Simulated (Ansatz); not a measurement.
MgO (zincblende): gap against strain (xy shear, engineering strain (angle))

MgO (zincblende), relaxed with r2SCAN in the plane-wave code Ansatz, then strained (xy shear, engineering strain (angle); angles, axes as in the cell below) with the atoms relaxed again within the symmetry that is left. The symmetry is F-43m (No. 216, cubic); a = 4.564 Å in the conventional setting, 11.88 Å³ an atom. Mg is surrounded by 4 O at 1.98 Å; O is surrounded by 4 Mg at 1.98 Å. The calculation is spin-unpolarised, and the structure need not be a phase that has been made.

```
CELL_PARAMETERS angstrom
0.00000 2.28201 2.28201
2.28201 0.00000 2.28201
2.28201 2.28201 0.00000
ATOMIC_POSITIONS crystal
Mg 0.00000 0.00000 0.00000
O 0.25000 0.25000 0.25000
```

Gaps are the least over each mesh (PBE 10×10×10, r2SCAN 10×10×10, HSE06 6×6×6 when unstrained) and the special points, which keep their unstrained names; stress is the change from the unstrained cell, compression positive.

```tsv
strain (%)	gap, PBE (eV)	gap, r2SCAN (eV)	gap, HSE06 (eV)	edges, HSE06	xy stress, r2SCAN (GPa)	energy rise, r2SCAN (meV/atom)
-0.31	3.648	4.328	5.260	Γ	+0.27	0.0
0.0	3.657	4.336	5.268	Γ	0.00	0.0
+3.0	3.567	4.245	5.179	Γ	-2.63	2.9
```

Problem. Estimate the row for a strain of +2.87 %.

Solution.
```tsv
strain (%)	gap, PBE (eV)	gap, r2SCAN (eV)	gap, HSE06 (eV)	edges, HSE06	xy stress, r2SCAN (GPa)	energy rise, r2SCAN (meV/atom)
+2.87	3.572	4.249	5.183	Γ	-2.52	2.7
```

The meshes of the hybrids are coarse, so their gaps aren't converged to the digits shown.
